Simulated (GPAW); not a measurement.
# HfN (P6_3/mmc) in GPAW: settings compared

One crystal, HfN, is run at these levels: PBEsol+D3(BJ), PBEsol+D3(BJ)+ATM; tasks: relaxation of cell and atoms.

All numbers are computed with GPAW 26.7.0; they aren't measurements. Logs are shortened: lines on timing, memory, paths and dates and some standing lists are left out, and cuts for length are marked. The log counts tension as positive stress, the text compression.

### 1 The structure

It takes space group P6_3/mmc (No. 194, hexagonal). The conventional cell has a = 3.134 Å, b = 3.134 Å, c = 5.417 Å, α = 90.00°, β = 90.00°, γ = 120.00°. Hf (site symmetry -6m2) is surrounded by 6 N at 2.26 Å. N (site symmetry -3m) has 6 Hf at 2.26 Å as nearest neighbours.

The cell comes from a database or a generator and needn't be the stable form of this composition.

### 2 Relaxation of cell and atoms, PBEsol+D3(BJ)

run.py reads:

```python
from ase import Atoms
from ase.calculators.mixing import SumCalculator
from ase.filters import FrechetCellFilter
from ase.io import write
from ase.optimize import BFGS
from dftd3.ase import DFTD3
from gpaw import GPAW, PW, setup_paths

setup_paths.insert(0, '.')

atoms = Atoms(['Hf', 'Hf', 'N', 'N'],
              cell=[[3.1339080219, 0.0, 0.0],
                    [-1.566954011, 2.7140439601, 0.0],
                    [0.0, 0.0, 5.41676772]],
              scaled_positions=[[0.3333333333, 0.6666666667, 0.25],
                                [0.6666666667, 0.3333333333, 0.75],
                                [0.0, 0.0, 0.5],
                                [0.0, 0.0, 0.0]],
              pbc=True)

calc = GPAW(mode=PW(800),
            xc='PBEsol',
            kpts={'size': (7, 7, 4), 'gamma': True},
            occupations={'name': 'fermi-dirac', 'width': 0.05},
            nbands=33,
            convergence={'density': 1e-05, 'forces': 0.0001},
            maxiter=150,
            txt='gpaw.txt')
atoms.calc = SumCalculator([calc, DFTD3(method='pbesol', damping='d3bj')])
opt = BFGS(FrechetCellFilter(atoms), trajectory='relax.traj', logfile='-')
done = opt.run(fmax=0.02, steps=60)
calc.write('gs.gpw')
write('result.traj', atoms)
print('Converged:', done)
print('Cell:', atoms.cell.cellpar().round(4))
print('Volume:', round(atoms.get_volume(), 4))
print(atoms.get_scaled_positions().round(5))
```

Potentials or basis: PAW data sets generated in the run's folder for this functional, pw.

The run is started by

```sh
$ gpaw-setup -f PBEsol Hf N
$ OMP_NUM_THREADS=1 python run.py
```

gpaw.txt:

```text
__  _  _
 | _ |_)|_||  |
 |__||  | ||/\| - 26.7.0

Input parameters:
  mode=PW(ecut=800.0),
  convergence={'density': 1e-05, 'forces': 0.0001},
  kpts=MonkhorstPack(size=(7, 7, 4), gamma=True),
  maxiter=150,
  nbands=33,
  occupations=Occupations(name='fermi-dirac', width=0.05),
  xc=XC(name='PBEsol')

Diagonalizing LCAO Hamiltonian
Converting LCAO to pw mode

            Hf

       N Hf

       N

Atoms  # Å, Bohr magnetons
|   | symbol |         x |        y |        z |    initial magnetic moments |
|---|--------|-----------|----------|----------|-----------------------------|
| 0 |     Hf | -0.000000 | 1.809363 | 1.354192 | ( 0.0000,  0.0000,  0.0000) |
| 1 |     Hf |  1.566954 | 0.904681 | 4.062576 | ( 0.0000,  0.0000,  0.0000) |
| 2 |      N |  0.000000 | 0.000000 | 2.708384 | ( 0.0000,  0.0000,  0.0000) |
| 3 |      N |  0.000000 | 0.000000 | 0.000000 | ( 0.0000,  0.0000,  0.0000) |

Unit cell  # Å
| periodic |         x |        y |        z |  lengths |     angles |
|----------|-----------|----------|----------|----------|------------|
|      yes |  3.133908 | 0.000000 | 0.000000 | 3.133908 |  90.000000 |
|      yes | -1.566954 | 2.714044 | 0.000000 | 3.133908 |  90.000000 |
|      yes |  0.000000 | 0.000000 | 5.416768 | 5.416768 | 120.000000 |

Number of symmetries: 12
Symmetry operations  # r_c * U_cc + t_c -> r_c
|    | kind |            matrix            |
|----|------|------------------------------|
|  0 |  σ   |  1, 1, 0,  0,-1, 0,  0, 0, 1 |
|  1 |  S6  |  1, 1, 0, -1, 0, 0,  0, 0,-1 |
|  2 |  E   |  1, 0, 0,  0, 1, 0,  0, 0, 1 |
|  3 |  C2  |  1, 0, 0, -1,-1, 0,  0, 0,-1 |
|  4 |  C2  |  0, 1, 0,  1, 0, 0,  0, 0,-1 |
|  5 |  C3  |  0, 1, 0, -1,-1, 0,  0, 0, 1 |
|  6 |  S6  |  0,-1, 0,  1, 1, 0,  0, 0,-1 |
|  7 |  σ   |  0,-1, 0, -1, 0, 0,  0, 0, 1 |
|  8 |  σ   | -1, 0, 0,  1, 1, 0,  0, 0, 1 |
|  9 |  i   | -1, 0, 0,  0,-1, 0,  0, 0,-1 |
| 10 |  C3  | -1,-1, 0,  1, 0, 0,  0, 0, 1 |
| 11 |  C2  | -1,-1, 0,  0, 1, 0,  0, 0,-1 |
[... 134 lines left out ...]
SCF iterations
|iter     | |      energy | eigst |  dens |force |
|---------|-|-------------|-------|-------|------|
|iter:   1| |  -44.371084 | -0.04 |       |      |
|iter:   2| |  -43.325743 | -2.08 | -0.92 |      |
|iter:   3| |  -40.885346 | -1.26 | -0.98 |      |
|iter:   4| |  -40.895156 | -2.86 | -1.64 |      |
|iter:   5| |  -40.909199 | -3.11 | -1.86 |      |
|iter:   6| |  -40.909332c| -4.48 | -2.89 |      |
|iter:   7| |  -40.909045c| -4.77 | -3.09 |      |
|iter:   8| |  -40.909039c| -6.15 | -3.51 |      |
|iter:   9| |  -40.909039c| -7.63c| -4.16 |      |
|iter:  10| |  -40.909039c| -8.10c| -4.99 |      |
|iter:  11| |  -40.909039c| -9.06c| -5.62c|      |
|iter:  12| |  -40.909039c|-10.02c| -6.33c|-4.91c|

Converged in 12 steps
Energy contributions relative to reference atoms: (reference = -822476.690814)

Energy contributions:
  Kinetic:          39.355130
  Coulomb:         -40.007646
  Zero:             -0.540023
  External:          0.000000
  Xc:              -39.711180
  Entropy:          -0.010639
  Spinorbit:         0.000000
  ----------------------------
  Free energy:     -40.914359
  Extrapolated:    -40.909039

dipole moment: (-7.777015, -13.470185, -13.442116)  # |e|*Ang

Fermi level: 13.080
Eigenvalues  # (at kpt = [0.000, 0.000, 0.000])
| band index |      eig [eV] | occ [0-2] |
|------------|---------------|-----------|
|          0 |       -48.842 |     2.000 |
|        ... |               |           |
|          9 |        -0.805 |     2.000 |
|         10 |         4.671 |     2.000 |
|         11 |         8.566 |     2.000 |
|         12 |         8.566 |     2.000 |
|         13 |         9.732 |     2.000 |
|         14 |         9.732 |     2.000 |
[... 23 lines left out ...]
Forces  # eV/Ang
|        x |        y |        z |
|----------|----------|----------|
|  0.00000 |  0.00000 | -0.00000 |  # Hf   0
| -0.00000 | -0.00000 |  0.00000 |  # Hf   1
|  0.00000 |  0.00000 |  0.00000 |  # N    2
|  0.00000 |  0.00000 |  0.00000 |  # N    3

Interpolating wave functions to new cell

            Hf

       N Hf

       N

Atoms  # Å, Bohr magnetons
|   | symbol |         x |         y |        z |    initial magnetic moments |
|---|--------|-----------|-----------|----------|-----------------------------|
| 0 |     Hf | -0.000000 |  1.806089 | 1.351365 | ( 0.0000,  0.0000,  0.0000) |
| 1 |     Hf |  1.564119 |  0.903044 | 4.054094 | ( 0.0000,  0.0000,  0.0000) |
| 2 |      N |  0.000000 | -0.000000 | 2.702729 | ( 0.0000,  0.0000,  0.0000) |
| 3 |      N |  0.000000 | -0.000000 | 0.000000 | ( 0.0000,  0.0000,  0.0000) |

Unit cell  # Å
| periodic |         x |         y |         z |  lengths |     angles |
|----------|-----------|-----------|-----------|----------|------------|
|      yes |  3.128238 | -0.000000 |  0.000000 | 3.128238 |  90.000000 |
|      yes | -1.564119 |  2.709133 | -0.000000 | 3.128238 |  90.000000 |
|      yes |  0.000000 | -0.000000 |  5.405459 | 5.405459 | 120.000000 |

Number of symmetries: 12
Symmetry operations  # r_c * U_cc + t_c -> r_c
|    | kind |            matrix            |
|----|------|------------------------------|
|  0 |  σ   |  1, 1, 0,  0,-1, 0,  0, 0, 1 |
|  1 |  S6  |  1, 1, 0, -1, 0, 0,  0, 0,-1 |
|  2 |  E   |  1, 0, 0,  0, 1, 0,  0, 0, 1 |
|  3 |  C2  |  1, 0, 0, -1,-1, 0,  0, 0,-1 |
|  4 |  C2  |  0, 1, 0,  1, 0, 0,  0, 0,-1 |
|  5 |  C3  |  0, 1, 0, -1,-1, 0,  0, 0, 1 |
|  6 |  S6  |  0,-1, 0,  1, 1, 0,  0, 0,-1 |
|  7 |  σ   |  0,-1, 0, -1, 0, 0,  0, 0, 1 |
|  8 |  σ   | -1, 0, 0,  1, 1, 0,  0, 0, 1 |
|  9 |  i   | -1, 0, 0,  0,-1, 0,  0, 0,-1 |
| 10 |  C3  | -1,-1, 0,  1, 0, 0,  0, 0, 1 |
| 11 |  C2  | -1,-1, 0,  0, 1, 0,  0, 0,-1 |
[... 169 lines left out ...]
|          9 |        -0.721 |     2.000 |
|         10 |         4.720 |     2.000 |
|         11 |         8.625 |     2.000 |
|         12 |         8.625 |     2.000 |
|         13 |         9.798 |     2.000 |
|         14 |         9.798 |     2.000 |
[... 8 lines left out ...]
|         23 |        19.034 |     0.000 |
|         24 |        19.034 |     0.000 |
|        ... |               |           |
|         32 |        33.229 |     0.000 |

No gap
No difference between direct/indirect transitions

Stress tensor  # eV/Ang^3
|        x |         y |         z |
|----------|-----------|-----------|
| 0.000437 |  0.000000 |  0.000000 |
| 0.000000 |  0.000437 | -0.000000 |
| 0.000000 | -0.000000 |  0.006213 |

Forces  # eV/Ang
|       x |        y |        z |
|---------|----------|----------|
| 0.00000 |  0.00000 |  0.00000 |  # Hf   0
| 0.00000 | -0.00000 | -0.00000 |  # Hf   1
| 0.00000 |  0.00000 |  0.00000 |  # N    2
| 0.00000 | -0.00000 |  0.00000 |  # N    3

Interpolating wave functions to new cell

            Hf

       N Hf

       N

Atoms  # Å, Bohr magnetons
|   | symbol |         x |        y |        z |    initial magnetic moments |
|---|--------|-----------|----------|----------|-----------------------------|
| 0 |     Hf | -0.000000 | 1.794090 | 1.340867 | ( 0.0000,  0.0000,  0.0000) |
| 1 |     Hf |  1.553728 | 0.897045 | 4.022602 | ( 0.0000,  0.0000,  0.0000) |
| 2 |      N | -0.000000 | 0.000000 | 2.681735 | ( 0.0000,  0.0000,  0.0000) |
| 3 |      N | -0.000000 | 0.000000 | 0.000000 | ( 0.0000,  0.0000,  0.0000) |

Unit cell  # Å
| periodic |         x |        y |         z |  lengths |     angles |
|----------|-----------|----------|-----------|----------|------------|
|      yes |  3.107456 | 0.000000 | -0.000000 | 3.107456 |  90.000000 |
|      yes | -1.553728 | 2.691136 |  0.000000 | 3.107456 |  90.000000 |
|      yes | -0.000000 | 0.000000 |  5.363469 | 5.363469 | 120.000000 |

Number of symmetries: 12
Symmetry operations  # r_c * U_cc + t_c -> r_c
|    | kind |            matrix            |
|----|------|------------------------------|
|  0 |  σ   |  1, 1, 0,  0,-1, 0,  0, 0, 1 |
|  1 |  S6  |  1, 1, 0, -1, 0, 0,  0, 0,-1 |
|  2 |  E   |  1, 0, 0,  0, 1, 0,  0, 0, 1 |
|  3 |  C2  |  1, 0, 0, -1,-1, 0,  0, 0,-1 |
|  4 |  C2  |  0, 1, 0,  1, 0, 0,  0, 0,-1 |
|  5 |  C3  |  0, 1, 0, -1,-1, 0,  0, 0, 1 |
|  6 |  S6  |  0,-1, 0,  1, 1, 0,  0, 0,-1 |
|  7 |  σ   |  0,-1, 0, -1, 0, 0,  0, 0, 1 |
|  8 |  σ   | -1, 0, 0,  1, 1, 0,  0, 0, 1 |
|  9 |  i   | -1, 0, 0,  0,-1, 0,  0, 0,-1 |
| 10 |  C3  | -1,-1, 0,  1, 0, 0,  0, 0, 1 |
| 11 |  C2  | -1,-1, 0,  0, 1, 0,  0, 0,-1 |
[... 171 lines left out ...]
|          9 |        -0.405 |     2.000 |
|         10 |         4.905 |     2.000 |
|         11 |         8.844 |     2.000 |
|         12 |         8.844 |     2.000 |
|         13 |        10.043 |     2.000 |
|         14 |        10.043 |     2.000 |
[... 8 lines left out ...]
|         23 |        19.503 |     0.000 |
|         24 |        19.503 |     0.000 |
|        ... |               |           |
|         32 |        31.344 |     0.000 |

No gap
No difference between direct/indirect transitions

Stress tensor  # eV/Ang^3
|         x |         y |         z |
|-----------|-----------|-----------|
| -0.037520 | -0.000000 | -0.000000 |
| -0.000000 | -0.037520 |  0.000000 |
| -0.000000 |  0.000000 | -0.035597 |

Forces  # eV/Ang
|        x |        y |        z |
|----------|----------|----------|
|  0.00000 |  0.00000 |  0.00000 |  # Hf   0
| -0.00000 | -0.00000 | -0.00000 |  # Hf   1
|  0.00000 | -0.00000 |  0.00000 |  # N    2
|  0.00000 | -0.00000 |  0.00000 |  # N    3

Interpolating wave functions to new cell

            Hf

       N Hf

       N

Atoms  # Å, Bohr magnetons
|   | symbol |         x |         y |        z |    initial magnetic moments |
|---|--------|-----------|-----------|----------|-----------------------------|
| 0 |     Hf | -0.000000 |  1.794484 | 1.341090 | ( 0.0000,  0.0000,  0.0000) |
| 1 |     Hf |  1.554068 |  0.897242 | 4.023269 | ( 0.0000,  0.0000,  0.0000) |
| 2 |      N | -0.000000 | -0.000000 | 2.682180 | ( 0.0000,  0.0000,  0.0000) |
| 3 |      N | -0.000000 |  0.000000 | 0.000000 | ( 0.0000,  0.0000,  0.0000) |

Unit cell  # Å
| periodic |         x |        y |         z |  lengths |     angles |
|----------|-----------|----------|-----------|----------|------------|
|      yes |  3.108137 | 0.000000 | -0.000000 | 3.108137 |  90.000000 |
|      yes | -1.554068 | 2.691726 |  0.000000 | 3.108137 |  90.000000 |
|      yes | -0.000000 | 0.000000 |  5.364359 | 5.364359 | 120.000000 |

Number of symmetries: 12
Symmetry operations  # r_c * U_cc + t_c -> r_c
|    | kind |            matrix            |
|----|------|------------------------------|
|  0 |  σ   |  1, 1, 0,  0,-1, 0,  0, 0, 1 |
|  1 |  S6  |  1, 1, 0, -1, 0, 0,  0, 0,-1 |
|  2 |  E   |  1, 0, 0,  0, 1, 0,  0, 0, 1 |
|  3 |  C2  |  1, 0, 0, -1,-1, 0,  0, 0,-1 |
|  4 |  C2  |  0, 1, 0,  1, 0, 0,  0, 0,-1 |
|  5 |  C3  |  0, 1, 0, -1,-1, 0,  0, 0, 1 |
|  6 |  S6  |  0,-1, 0,  1, 1, 0,  0, 0,-1 |
|  7 |  σ   |  0,-1, 0, -1, 0, 0,  0, 0, 1 |
|  8 |  σ   | -1, 0, 0,  1, 1, 0,  0, 0, 1 |
|  9 |  i   | -1, 0, 0,  0,-1, 0,  0, 0,-1 |
| 10 |  C3  | -1,-1, 0,  1, 0, 0,  0, 0, 1 |
| 11 |  C2  | -1,-1, 0,  0, 1, 0,  0, 0,-1 |
[... 169 lines left out ...]
|          9 |        -0.414 |     2.000 |
|         10 |         4.900 |     2.000 |
|         11 |         8.838 |     2.000 |
|         12 |         8.838 |     2.000 |
|         13 |        10.036 |     2.000 |
|         14 |        10.036 |     2.000 |
[... 8 lines left out ...]
|         23 |        19.490 |     0.000 |
|         24 |        19.490 |     0.000 |
|        ... |               |           |
|         32 |        31.328 |     0.000 |

No gap
No difference between direct/indirect transitions

Stress tensor  # eV/Ang^3
|         x |         y |         z |
|-----------|-----------|-----------|
| -0.036302 | -0.000000 | -0.000000 |
| -0.000000 | -0.036302 |  0.000000 |
| -0.000000 |  0.000000 | -0.034517 |

Forces  # eV/Ang
|        x |        y |        z |
|----------|----------|----------|
| -0.00000 |  0.00000 |  0.00000 |  # Hf   0
|  0.00000 |  0.00000 | -0.00000 |  # Hf   1
|  0.00000 |  0.00000 |  0.00000 |  # N    2
| -0.00000 | -0.00000 |  0.00000 |  # N    3

# Writing to gs.gpw (mode='')
```

Run time: 2.1 min. Hardware: 1 thread of Arm Neoverse V2, shared host; peak memory 0.3 GiB.

Results:

```yaml
Free_energy: -42.4903 eV
Relaxed_volume: 11.22 Å³/atom
Relaxed_cell: a = 3.108 Å, b = 3.108 Å, c = 5.364 Å, α = 90.00°, β = 90.00°, γ = 120.00°
Space_group_after_relaxing_to_0.05_Å: P6_3/mmc (No. 194)
Energy_gained_by_relaxing: 6.0 meV/atom
Ionic_steps: 4
Pressure_after_relaxing: 0.0 GPa
Band_gap_on_the_k_mesh: none (metal or under the smearing width)
Dispersion_energy_per_atom: -0.398 eV
```

The path:
| step | energy change (eV) | largest force (eV/Å) | pressure (GPa) | volume (Å³) |
| --- | --- | --- | --- | --- |
| 1 | 0.0000 | 0.0000 | -7.42 | 46.07 |
| 2 | -0.0101 | 0.0000 | -5.87 | 45.81 |
| 3 | -0.0240 | 0.0000 | 0.19 | 44.85 |
| 4 | -0.0241 | 0.0000 | 0.01 | 44.88 |

Final structure:
```xyz
4
Lattice="3.1081 0.0000 0.0000 -1.5541 2.6917 0.0000 0.0000 0.0000 5.3644" Properties=species:S:1:pos:R:3 pbc="T T T"
Hf    0.0000    1.7945    1.3411
Hf    1.5541    0.8972    4.0233
N     0.0000    0.0000    2.6822
N     0.0000    0.0000    0.0000
```

Caveat: later steps reuse the first step's grids; pairwise dispersion overbinds metals, which lowers pressure and volume. The run has no spin-orbit coupling, so splittings on Hf are missing.

(Part 1 of 2 ends here.)
